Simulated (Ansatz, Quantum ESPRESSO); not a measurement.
This is a calculation of PtSe2 (Sudovikovite) for Ansatz 0.2.0. 

Contents of input.yaml:

```yaml
crystal:
  lattice:
    - [3.724, 0.0, 0.0]
    - [-1.862, 3.2250786037, 0.0]
    - [0.0, 0.0, 5.062]
  atoms:
    - { symbol: Pt, position: [0.0, 0.0, 0.0] }
    - { symbol: Se, position: [0.6666666667, 0.3333333333, 0.75] }
    - { symbol: Se, position: [0.3333333333, 0.6666666667, 0.25] }
hamiltonian:
  xc: pbesol
  pseudopotentials: { kind: paw }
  dispersion: d3bj
kpoints:
  mp_grid: { grid: [8, 8, 5] }
scf:
  occupations: { method: fermi_dirac, width: 0.05 }
output:
  forces: true
  stress: true
relax:
  f_tol: 0.01
  max_steps: 40
  cell: { stress_tol: 0.05 }
```

Potentials or basis: Ansatz PAW.

Run with:

```bash
$ ansatz run input.yaml --threads 2 --pin off --max-ram 5632MiB --backend cpu --events-out ev --progress --plain --runs-dir out
```

Task: Translate it to Quantum ESPRESSO 7.5 (ASE script). Potentials or basis there: GBRV 1.5 PBEsol, cutoff 612 eV.

Result: As run (cutoffs and basis follow the program's own potentials, and thresholds, step limits or extra output files can differ):

The input run.py:

```python
import numpy as np
from ase.calculators.espresso import Espresso, EspressoProfile
import spglib
from ase import Atoms
from ase.io import read

atoms = read('PtSe2.cif')
cell, pos, num = spglib.standardize_cell((atoms.cell[:], atoms.get_scaled_positions(), atoms.numbers), to_primitive=True, symprec=1e-4)
atoms = Atoms(numbers=num, cell=cell, scaled_positions=pos, pbc=True)

input_data = {
    'control': {'calculation': 'scf', 'prefix': 'pwscf', 'outdir': './tmp', 'tprnfor': True, 'tstress': True, 'disk_io': 'low'},
    'system': {'ecutwfc': 45.0, 'ecutrho': 360.0, 'nbnd': 21, 'occupations': 'smearing', 'smearing': 'fd', 'degauss': 0.00367493, 'vdw_corr': 'grimme-d3', 'dftd3_version': 4},
    'electrons': {'conv_thr': 6e-10, 'electron_maxstep': 120, 'mixing_beta': 0.5},
}
pseudopotentials = {'Se': 'se_pbesol_v1.uspp.F.UPF', 'Pt': 'pt_pbesol_v1.4.uspp.F.UPF'}
profile = EspressoProfile(command='mpirun -n 2 pw.x -nk 2', pseudo_dir='pseudo')
dft = Espresso(profile=profile, input_data=input_data, pseudopotentials=pseudopotentials, kpts=(8, 8, 5), koffset=(0, 0, 0))
atoms.calc = dft

from ase.optimize import BFGS
from ase.filters import FrechetCellFilter
done = BFGS(FrechetCellFilter(atoms), trajectory='opt.traj').run(fmax=0.02, steps=30)
print('converged', done)
print('cell (A)', np.round(atoms.cell.cellpar(), 5))
print(f'energy {atoms.get_potential_energy():.8f} eV')
print('forces (eV/A)')
print(np.round(atoms.get_forces(), 6))
print('stress (eV/A^3, Voigt)')
print(np.round(atoms.get_stress(), 8))
print(f'Fermi level {dft.get_fermi_level():.4f} eV')
```

File PtSe2.cif:

```cif
data_PtSe2
_cell_length_a 3.72400000
_cell_length_b 3.72400000
_cell_length_c 5.06200000
_cell_angle_alpha 90.00000000
_cell_angle_beta 90.00000000
_cell_angle_gamma 120.00000000
_space_group_name_H-M_alt 'P-3m1'
_space_group_name_Hall '-P 3 2"'
_space_group_IT_number 164
loop_
_space_group_symop_operation_xyz
'x,y,z'
'-x,-y,-z'
'-y,x-y,z'
'y,-x+y,-z'
'-x+y,-x,z'
'x-y,x,-z'
'y,x,-z'
'-y,-x,z'
'x-y,-y,-z'
'-x+y,y,z'
'-x,-x+y,-z'
'x,x-y,z'
loop_
_atom_site_label
_atom_site_type_symbol
_atom_site_symmetry_multiplicity
_atom_site_Wyckoff_symbol
_atom_site_fract_x
_atom_site_fract_y
_atom_site_fract_z
_atom_site_occupancy
Pt1 Pt 1 a 0.0000000000 0.0000000000 0.0000000000 1
Se1 Se 2 d 0.6666666667 0.3333333333 0.7500000000 1
```

Potentials or basis: GBRV 1.5 PBEsol.

Command:

```bash
$ OMP_NUM_THREADS=1 python run.py
```

Both were run:

|  | Ansatz | Quantum ESPRESSO |
| --- | --- | --- |
| Relaxed volume | 18.71 Å³/atom | 18.79 Å³/atom |
| Relaxed cell | a = 3.736 Å, b = 3.736 Å, c = 4.643 Å, α = 90.00°, β = 90.00°, γ = 120.00° | a = 3.738 Å, b = 3.738 Å, c = 4.656 Å, α = 90.00°, β = 90.00°, γ = 120.00° |
| Space group after relaxing | P-3m1 (No. 164) | P-3m1 (No. 164) |
| Pressure after relaxing | 0.0 GPa | 0.0 GPa |

Ansatz's pressure holds a Pulay term of +0.04 GPa for its cutoff of 420 eV, which the other run lacks.

The potentials hold 50 and 28 valence electrons a cell.

Ansatz's potentials were made for PBE.

Where Ansatz's input types no cutoff or centring, it takes its own default and a Γ-centred mesh.

Pressure is positive in compression.
